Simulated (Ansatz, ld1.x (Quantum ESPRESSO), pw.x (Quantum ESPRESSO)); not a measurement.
## pw.x on sc W: one setting changed

Potential: PAW, ld1.x (Quantum ESPRESSO) 7.5, PBE; core [Kr] 4d10 4f14 5s2, reference 5p6 5d4 6s2 6p0; waves: 6s (bound): rcut 2.22, rcutus 2.54 bohr; 6s channel at 3 Ry: rcut 2.22, rcutus 2.54 bohr; 5p (bound): rcut 1.82, rcutus 2.44 bohr; 6p (bound, empty): rcut 1.82, rcutus 2.44 bohr; 5d (bound): rcut 2.64, rcutus 2.96 bohr; 5d channel at 0.5 Ry: rcut 2.64, rcutus 2.96 bohr; local part: all-electron potential smoothed inside 2.44 bohr (lloc = -1); core correction: none; augmentation: BESSEL, radius 1.66 bohr.

The reference run (k-mesh 12³, cutoffs 40/320 Ry, Fermi–Dirac 0.01 Ry, mixing_beta 0.4, conv_thr 1e-9, no spin) gives -4.19 GPa at 18.539 Å³/atom, where all-electron LAPW gives -2.09 GPa. This run, with its own iteration cap, changes mixing_beta to 0.7.

```
&control
  calculation='scf', prefix='x', pseudo_dir='./', outdir='./tmp', tstress=.true., disk_io='none'
/
&system
  ibrav=0, nat=1, ntyp=1, ecutwfc=40, ecutrho=320, nbnd=14,
  occupations='smearing', smearing='fd', degauss=0.01
/
&electrons
  conv_thr=1e-09, mixing_beta=0.7, electron_maxstep=50
/
ATOMIC_SPECIES
W 1.0 W.UPF
CELL_PARAMETERS angstrom
  2.64664343 0.00000000 0.00000000
  0.00000000 2.64664343 0.00000000
  0.00000000 0.00000000 2.64664343
ATOMIC_POSITIONS crystal
W 0.0000 0.0000 0.0000
K_POINTS automatic
12 12 12 0 0 0
```

```bash
pw.x < W.scf.in > W.scf.out
```

Problem. How does the run end?

Solution. It converges in 9 iterations; the free energy moves by +0.0 meV/atom and the pressure by +0.00 GPa. The result is that of the reference run.

```
Message from routine setup:
     using ibrav=0 with symmetry is DISCOURAGED, use correct ibrav instead
     lattice parameter (alat)  =       5.0014  a.u.
     unit-cell volume          =     125.1074 (a.u.)^3
     number of electrons       =        12.00
     number of Kohn-Sham states=           14
     kinetic-energy cutoff     =      40.0000  Ry
     charge density cutoff     =     320.0000  Ry
     scf convergence threshold =      1.0E-09
     Exchange-correlation= SLA  PW   PBX  PBC
     number of k points=    84  Fermi-Dirac smearing, width (Ry)=  0.0100
     iteration #  1     ecut=    40.00 Ry     beta= 0.70
     total energy              =    -720.37320013 Ry
     estimated scf accuracy    <       0.09724417 Ry
     iteration #  2     ecut=    40.00 Ry     beta= 0.70
     total energy              =    -720.38342608 Ry
     estimated scf accuracy    <       0.01442397 Ry
     iteration #  3     ecut=    40.00 Ry     beta= 0.70
     total energy              =    -720.38623077 Ry
     estimated scf accuracy    <       0.00041483 Ry
     [... 3 iterations left out ...]
     iteration #  7     ecut=    40.00 Ry     beta= 0.70
     total energy              =    -720.38646330 Ry
     estimated scf accuracy    <       0.00000003 Ry
     iteration #  8     ecut=    40.00 Ry     beta= 0.70
     total energy              =    -720.38646331 Ry
     estimated scf accuracy    <       0.00000001 Ry
     iteration #  9     ecut=    40.00 Ry     beta= 0.70
     the Fermi energy is    15.5718 ev
!    total energy              =    -720.38646331 Ry
     estimated scf accuracy    <          5.0E-11 Ry
     smearing contrib. (-TS)   =      -0.00277518 Ry
     convergence has been achieved in   9 iterations
          total   stress  (Ry/bohr**3)                   (kbar)     P=      -41.95
     Message from routine punch:
     Nothing written, as per user request (disk_io='none')
```

The run took about 14 s on one core of a shared host (Neoverse-V1, 64 threads, 495 GiB, load 20).
